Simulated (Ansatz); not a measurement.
# Worked example: the enthalpy of CBrClF2 + CHF3 → CClF3 + CHBrF2

Species: CBrClF2 `FC(F)(Cl)Br`, singlet; CHF3 (trifluoromethane) `FC(F)F`, singlet; CClF3 `FC(F)(F)Cl`, singlet; CHBrF2 (bromodifluoromethane) `FC(F)Br`, singlet. The partners trade Br for F; both sit on C, so the bond types are kept.

Shapes, held fixed at every level: PBE0-D4/def2-TZVP. Programs: Ansatz 0.2.0. The zero-point and thermal terms to 298 K, harmonic and unscaled (PBE0-D4/def2-TZVP), stand in the table.

At BHLYP-D4/def2-TZVPP; 1 Eh = 2625.50 kJ/mol:

```
species   energy (Eh)  H(298 K) − E (kJ/mol)  tabulated ΔfH (kJ/mol)
CBrClF2  -3272.150073                   48.7                  -442.2
   CHF3   -338.263483                   78.4                  -695.9
  CClF3   -797.871512                   53.8                  -710.3
 CHBrF2  -2812.543295                   73.0                  -424.2
```

Q: Work out the reaction enthalpy at 298 K from the calculation and from the table of heats.

A: 
1. Electronic: (-797.871512) + (-2812.543295) − [(-3272.150073) + (-338.263483)] = -0.001251 Eh = -3.3 kJ/mol.
2. Zero-point and thermal: (53.8) + (73.0) − [(48.7) + (78.4)] = -0.3 kJ/mol.
3. Computed ΔH = -3.6 kJ/mol.
4. From the heats of formation (Active Thermochemical Tables): (-710.3) + (-424.2) − [(-442.2) + (-695.9)] = +3.6 kJ/mol.
5. Computed less tabulated: -7.2 kJ/mol. Tabulated heats carry uncertainties of their own.

Relativity is left out for Br unless named.

The exchange is close to thermoneutral, but calculation and table disagree on its sign: -3.6 against +3.6 kJ/mol. Near-cancellation is expected, because each side has one carbon bearing three fluorines and one bearing two, so the strong stabilisation from several fluorines on one carbon, lone-pair donation into neighbouring C–F σ* orbitals, largely drops out. Counted by pairs of substituents on the same carbon, the net change is that Br/Cl and H/F neighbours become Cl/F and H/Br. The enthalpy is therefore a small balance between relieving the crowding of two large halogens and altering the polar interactions around each carbon.

The thermal contribution of -0.3 kJ/mol is too small to account for the mismatch, which points to the electronic term if the tabulated heats are sound. The functional possibly underestimates the medium-range correlation between Br and Cl in CBrClF2, which would make the reaction look too favourable. The calculation supports a small enthalpy change, but not an exothermic direction.
